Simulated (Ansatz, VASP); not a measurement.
## Two plane-wave programs on C

```
CELL_PARAMETERS angstrom
2.64000 0.00000 0.00000
-1.32000 2.28631 0.00000
0.00000 0.00000 28.00000
ATOMIC_POSITIONS crystal
C 0.33333 0.66667 0.51020
C 0.66667 0.33333 0.48980
```

Alike in both runs: task single point; functional LDA; k mesh 21 × 21 × 1; occupations gaussian, width 0.1 eV; no spin polarisation.

|  | VASP | Ansatz |
| --- | --- | --- |
| version | VASP 6.6.1 | Ansatz 0.2.0 |
| potentials or method | VASP PAW LDA potentials, release 64 (C) | scalar-relativistic, plane waves, PAW |
| plane-wave cutoff (eV) | 520 | 420 |
| valence electrons in the cell | 8 | 8 |

|  | VASP | Ansatz | Ansatz less VASP |
| --- | --- | --- | --- |
| gap on the k mesh at the Fermi level (eV) | none | none | - |
| rms of the force components (eV/Å) | 5.251 | 5.270 | +0.0195 |
| work function, face that differs most (eV) | 5.67 | 5.67 | +0.002 |

Atom by atom the forces differ by 0.020 eV/Å (rms over components). A gap of «none» marks a metal or a gap that the smearing closes.
